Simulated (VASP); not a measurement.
A run of VASP 6.6.1:

The input POSCAR:

```
Mg
1.0
    0.0000000000      2.2469820885      2.2469820885
    2.2469820885      0.0000000000      2.2469820885
    2.2469820885      2.2469820885      0.0000000000
Mg
1
Direct
    0.0000000000      0.0000000000      0.0000000000
```

The input INCAR.step1:

```
SYSTEM = Mg
PREC = Accurate
ENCUT = 600
ISMEAR = -1
SIGMA = 0.1
LREAL = .FALSE.
LASPH = .TRUE.
NELM = 100
GGA = PE
ALGO = Normal
EDIFF = 1E-4
LWAVE = .TRUE.
LCHARG = .FALSE.
```

File INCAR.step2:

```
SYSTEM = Mg
PREC = Accurate
ENCUT = 600
EDIFF = 1E-6
ISMEAR = -1
SIGMA = 0.1
LREAL = .FALSE.
LASPH = .TRUE.
NELM = 100
ALGO = Normal
ISIF = 3
LWAVE = .FALSE.
LCHARG = .FALSE.
METAGGA = R2SCAN
LMIXTAU = .TRUE.
IBRION = 2
NSW = 80
EDIFFG = -0.02
ISTART = 1
```

The input KPOINTS:

```
Automatic mesh
0
G
  9 9 9
  0 0 0
```

Potentials or basis: VASP PAW PBE potentials, release 64 (Mg).

The run is started by

```console
$ cat potpaw_PBE.64/Mg/POTCAR > POTCAR
$ cp INCAR.step1 INCAR
$ mpirun -np 1 vasp_std > vasp.out
$ cp INCAR.step2 INCAR
$ mpirun -np 1 vasp_std > vasp.out
```

Hardware: 1 thread of Intel(R) Xeon(R) Platinum 8488C (Sapphire Rapids) (shared host).

Problem. How long does it take, and how much memory?

Solution. It took 37 s on 1 thread of Intel(R) Xeon(R) Platinum 8488C (Sapphire Rapids) (shared host), peak memory 0.16 GiB. Counts: scf iterations 11, k points 35, ion steps 2.
